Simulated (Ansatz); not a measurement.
input.yaml (Ansatz 0.2.0):

```yaml
crystal:
  lattice:
    - [3.8331030836, 0.0, 0.0]
    - [-1.9165515418, 3.3195646457, 0.0]
    - [0.0, 0.0, 12.4410486915]
  atoms:
    - { symbol: Sm, position: [0.0, 0.0, 0.0] }
    - { symbol: Sm, position: [0.0, 0.0, 0.5] }
    - { symbol: Sm, position: [0.3333333333, 0.6666666667, 0.25] }
    - { symbol: Sm, position: [0.6666666667, 0.3333333333, 0.75] }
basis:
  ecutwfc: 500
  ecutrho_ratio: 4
kpoints:
  mp_grid: { grid: [12, 12, 4] }
hamiltonian:
  xc: r2scan
scf:
  occupations: { method: gaussian, width: 0.05 }
output:
  forces: true
  stress: true
  eigenvalues: true
```

At room temperature and ambient pressure Sm takes another structure.

Task: What will the run give?

Result: Pressure -1.8 GPa, gap on the mesh zero (metallic), largest force component 0.007 eV/Å (r²SCAN, scalar-relativistic).

What the program printed, in part:

```
band count auto-derived: 59 (N_el = 64.0; filled up to band 32; 39 by the electrons, moments and atoms)
Pseudopotentials: kind: paw
Pseudopotential: Sm, paw, valence charge 16, recommended cutoff 500 eV (meta_gga), Sm.paw.azcp
Crystal: 4 atoms, lattice volume = 158.303 Å³
Basis set: ecut = 500 eV, 3951 PW (Γ), exchange–correlation on 120×120×384 points (64 copies of the dense FFT grid, shifted against one another)
Bands: 59, of which v1, the nominal top of the filled ones, is band 32 counted from 1 (31 counted from 0)
Symmetry: 24 space group operations
Space group: P63/mmc (ITA 194), of the structure as read, at distance tolerance 5.4e-5 Å
k-points: 57 of 576
Initial density: superposition of atomic densities (chi_scale 0.1, normalization cell)
Initial wavefunctions: pseudopotential atomic-orbital guess
Functional: x = r2scan, c = r2scan; τ floored in thin density (d = 2e-4 eV/Å³)
```

SCF trace (energy estimate counted from the last row; the run made several SCF loops, for ionic steps, more bands or searches for a lower state, numbered loop.iteration):
```
iteration  ΔE (eV)  density residual (eV)
      1.1    9.023                5.10e-1
      1.2    6.998                4.48e-2
      1.3    7.434                2.31e-2
      1.4    7.659                4.60e-2
      1.5    8.489                1.09e-2
      1.6    8.917                1.74e-3
      1.7    8.935                7.44e-1
      1.8    0.623                1.82e-2
      1.9    0.282                6.74e-2
     1.10    0.568                5.41e-3
     1.11    0.609                7.21e-4
     1.12    0.616                3.87e-5
     1.13    0.616                5.64e-6
        …        …                      …
     2.19  2.2e-05                9.02e-6
     2.20  1.0e-06                2.42e-7
     2.21    0.000                3.87e-8
     2.22    0.000                8.52e-9
```

```
SCF 2 converged in 22 iterations: F = -33011.672135 eV  dr2 = 8.52e-9
SCF converged after 22 iterations
Free energy (F): -33011.672135 eV
E sigma→0 (E₀):  -33011.665585 eV
Entropy (-TS):   -0.013099 eV (-3.275 meV/atom)
Fermi energy:    9.820780 eV
--- Forces (eV/Å), atoms counted from 1 ---
  atom   1  Sm     0.00000000     0.00000000     0.00000000
  atom   2  Sm     0.00000000     0.00000000     0.00000000
  atom   3  Sm     0.00656880     0.00379250     0.00000000
  atom   4  Sm    -0.00656880    -0.00379250     0.00000000
--- Stress (GPa, compression-positive) ---
       -1.738072       0.085215      -0.033956
        0.085215      -1.836470       0.058814
       -0.033889       0.058697      -1.905073
  P = ⅓ Tr σ = -1.8265 GPa (-18.265 kbar)
```

It took about 16 core-minutes on a shared host.

For elements this heavy, spin–orbit coupling would shift levels and gaps; it isn't included here. Spin polarisation wasn't allowed in this run, which is unphysical for an open 4f shell, so this isn't the ground state. The electronic state broke the lattice's symmetry, which gives forces and stresses that the lattice alone would forbid. The run wasn't fully tested for a lower electronic state. Real Sm metal is trivalent (4f⁵); functionals without U can leave it nearly divalent and too large.
